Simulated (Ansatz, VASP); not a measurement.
Mg: VASP beside Ansatz

INCAR

```
SYSTEM = Mg
PREC     = Accurate       ! precision mode
ENCUT    = 520            ! plane-wave cutoff, eV
EDIFF    = 1E-6           ! SCF threshold, eV
ISMEAR   = 0              ! smearing method
SIGMA    = 0.1            ! smearing width, eV
LREAL    = .False.        ! projectors in reciprocal space
LASPH    = .True.         ! aspherical terms in the spheres
NELM     = 80             ! most SCF steps
ALGO     = Normal         ! electronic algorithm
ISIF     = 2              ! what is computed and relaxed
LWAVE    = .False.        ! write WAVECAR
LCHARG   = .False.        ! write CHGCAR
GGA      = PE             ! functional
NBANDS   = 7              ! bands
```

KPOINTS

```
Automatic mesh
0
Gamma
  14 14 14
  0 0 0
```

File POSCAR:

```
Mg
1.0
    3.0385007825      0.0000000000      0.0000000000
    0.0000000000      3.0385007825      0.0000000000
    0.0000000000      0.0000000000      3.0385007825
Mg
1
Direct
    0.0000000000      0.0000000000      0.0000000000
```

Input for Ansatz:

```yaml
crystal:
  lattice:
    - [3.0385007825, 0.0, 0.0]
    - [0.0, 3.0385007825, 0.0]
    - [0.0, 0.0, 3.0385007825]
  atoms:
    - { symbol: Mg, position: [0.0, 0.0, 0.0] }
basis:
  ecutwfc: 420
kpoints:
  mp_grid: { grid: [14, 14, 14] }
hamiltonian:
  xc: pbe
scf:
  occupations: { method: gaussian, width: 0.1 }
output:
  forces: true
  stress: true
  eigenvalues: true
```

Alike in both runs: task single point; functional PBE; k mesh 14 × 14 × 14; occupations gaussian, width 0.1 eV; no spin polarisation.

```csv
,VASP,Ansatz
version,VASP 6.6.1,Ansatz 0.2.0
potentials or method,"VASP PAW PBE potentials, release 64 (Mg)","scalar-relativistic, plane waves, PAW"
plane-wave cutoff (eV),520,420
valence electrons in the cell,2,10
```

|  | VASP | Ansatz | Ansatz less VASP |
| --- | --- | --- | --- |
| gap on the k mesh at the Fermi level (eV) | none | none | - |
| pressure (GPa) | -0.4 | -0.3 | +0.06 |

A gap of «none» marks a metal or a gap that the smearing closes. The two sets of potentials don't hold the same shells in valence.
